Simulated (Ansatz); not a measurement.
BN in the rocksalt structure, relaxed with r2SCAN, was run in the PAW code Ansatz under altered settings. All numbers are computed, without spin polarisation but where a row says otherwise.

```
B N
1.0
     0.00000    1.74583    1.74583
     1.74583    0.00000    1.74583
     1.74583    1.74583    0.00000
B N
1 1
Direct
  0.00000 0.00000 0.00000
  0.50000 0.50000 0.50000
```

The base run's other keys:
```yaml
kpoints:
  mp_grid: { grid: [6, 6, 6] }
hamiltonian:
  xc: hse06
scf:
  occupations: { method: fixed }
  n_extra_bands: 4
```

It takes 11 iterations with 181 plane waves at 420 eV and 16 k points, and leaves a mean stress of -8.44 GPa. The gap over this mesh is 2.180 eV. It ran on 4 threads of Arm Neoverse N1 (shared host).

Outcomes, with energy and stress as changes against the base:
```tsv
setting	outcome	ΔF (meV/atom)	Δ mean stress (GPa)	gap on the mesh (eV)	iterations	wall time
PBE hybrid, exx coeff 1.0, omega 0.5 1/Å	converged	–	-24.5	3.226	20	3.6 s
PBE hybrid, exx coeff 0.75, omega 0.2078 1/Å	converged	–	-22.1	4.456	19	3.5 s
PBE hybrid, exx coeff 0.15, unscreened	converged	–	+4.8	2.216	9	2.8 s
scf.exx.singularity: regularized	converged	-0.1	0.0	2.181	11	3 s
basis.ecutrho_ratio: 8	converged	0.0	0.0	2.180	11	3.6 s
```
A dash marks a value that wasn't obtained or can't be compared. Stress is positive in compression. The base took 3 s.

- PBE hybrid, exx coeff 1.0, omega 0.5 1/Å. That is 100 % exact exchange, screened with ω = 0.5 1/Å, against HSE06's 25 % screened at 0.208 1/Å. The mean stress moves by -24.5 GPa and the gap on the mesh by +1.046 eV (to 3.226). Totals of different functionals aren't comparable.
- PBE hybrid, exx coeff 0.75, omega 0.2078 1/Å. That is 75 % exact exchange, screened with ω = 0.2078 1/Å, against HSE06's 25 % screened at 0.208 1/Å. The mean stress moves by -22.1 GPa and the gap on the mesh by +2.276 eV (to 4.456). Totals of different functionals aren't comparable.
- PBE hybrid, exx coeff 0.15, unscreened. That is 15 % exact exchange, at all ranges, against HSE06's 25 % screened at 0.208 1/Å. The mean stress moves by +4.8 GPa and the gap on the mesh by +0.036 eV (to 2.216). Totals of different functionals aren't comparable.

Within 1 meV an atom, 0.1 GPa and 0.005 eV of the base stay: scf.exx.singularity: regularized; basis.ecutrho_ratio: 8.

The program warns that its thresholds are loose for a hybrid's stress.

The meshes of the hybrids are coarse, so their gaps aren't converged to the digits shown.
